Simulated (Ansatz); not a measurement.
# Cu under strain

Level of theory: Ansatz 0.2.0, DFT PBE, scalar-relativistic, plane waves, PAW. Settings: 420 eV cutoff, 24×24×12 k-mesh, Gaussian smearing of 0.10 eV, no spin polarisation.

Reference structure (relaxed):

```xyz
2
Lattice="2.5680 0.0000 0.0000 -1.2840 2.2240 0.0000 0.0000 0.0000 4.1935" Properties=species:S:1:pos:R:3 pbc="T T T"
Cu    0.0000    1.4826    1.0484
Cu    1.2840    0.7413    3.1451
```

Deformation: c alone is stretched, the rest of the cell is held and the atoms relax, all within the symmetry that the strain leaves. Energies are extrapolated to zero smearing. Stress is positive in compression, on the Cartesian axes of the cell above. On this cell's mesh the reference holds a stress of up to 0.38 GPa.

```csv
strain (%),ΔE (meV/atom),a (Å),b (Å),c (Å),σxx (GPa),σyy (GPa),σzz (GPa)
-6.0,41.8,2.568,2.568,3.942,6.35,6.35,19.59
-4.0,18.1,2.568,2.568,4.026,3.72,3.72,12.27
-2.0,4.6,2.568,2.568,4.110,1.54,1.54,5.88
+0.0,0.0,2.568,2.568,4.194,-0.29,-0.29,0.38
+2.0,3.1,2.568,2.568,4.277,-1.78,-1.78,-4.34
+4.0,12.8,2.568,2.568,4.361,-3.04,-3.04,-8.27
+6.0,27.8,2.568,2.568,4.445,-4.15,-4.15,-11.40
```

This form isn't the element's structure at ambient conditions.